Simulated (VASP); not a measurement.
Wanted: the native input for a VASP 6.6.1 run.

```
Task                      : relaxation of the atoms
Functional                : PBE
Potentials or basis       : VASP PAW PBE potentials, release 64 (Ti_sv)
Cutoff                    : 520 eV
k mesh                    : 7 × 7 × 1
Occupations               : fermi-dirac, width 0.05 eV
Spin                      : no spin polarisation
Dipole correction         : yes
Atoms held fixed (from 0) : [0, 1, 2]
Further INCAR settings    : ALGO = Normal; EDIFF = 1e-06; IBRION = 2; EDIFFG = -0.005; NSW = 40
```

The structure of Ti lies in POSCAR:

```
Ti
1.0
    2.9499978604      0.0000000000      0.0000000000
   -1.4749989302      2.5547730882      0.0000000000
    0.0000000000      0.0000000000     26.7150000000
Ti
6
Selective dynamics
Direct
    0.6666666667      0.3333333334      0.2807411567  F F F
    0.3333333333      0.6666666666      0.3684446940  F F F
    0.6666666667      0.3333333334      0.4561482313  F F F
    0.3333333333      0.6666666666      0.5438517687  T T T
    0.6666666667      0.3333333334      0.6315553060  T T T
    0.3333333333      0.6666666666      0.7192588433  T T T
```

The slab is cut from a database's or a generator's crystal, which needn't be the stable form of the element.

The input as run:

INCAR

```
SYSTEM = Ti
  PREC = Accurate
  ENCUT = 520
  EDIFF = 1E-6
  ISMEAR = -1
  SIGMA = 0.05
  LREAL = .FALSE.
  LASPH = .TRUE.
  NELM = 60
  ALGO = Normal
  ISIF = 2
  LWAVE = .FALSE.
  LCHARG = .FALSE.
  LDIPOL = .TRUE.
  IDIPOL = 3
  DIPOL = 0.5 0.5 0.500
  GGA = PE
  IBRION = 2
  NSW = 40
  EDIFFG = -0.005
```

KPOINTS

```
Automatic mesh
0
G
  7 7 1
  0 0 0
```

Potentials or basis: VASP PAW PBE potentials, release 64 (Ti_sv).

Run with:

```sh
$ cat potpaw_PBE.64/Ti_sv/POTCAR > POTCAR
$ mpirun -np 1 vasp_std > vasp.out
```

Results of the run:

* Energy gained by relaxing: 12.9 meV/atom
* Ionic steps: 16
* Band gap on the k mesh: none (metal or under the smearing width)

Wall time 18 min on 1 thread of Intel(R) Xeon(R) 6975P-C (Granite Rapids), on a shared host, peak memory 0.33 GiB.
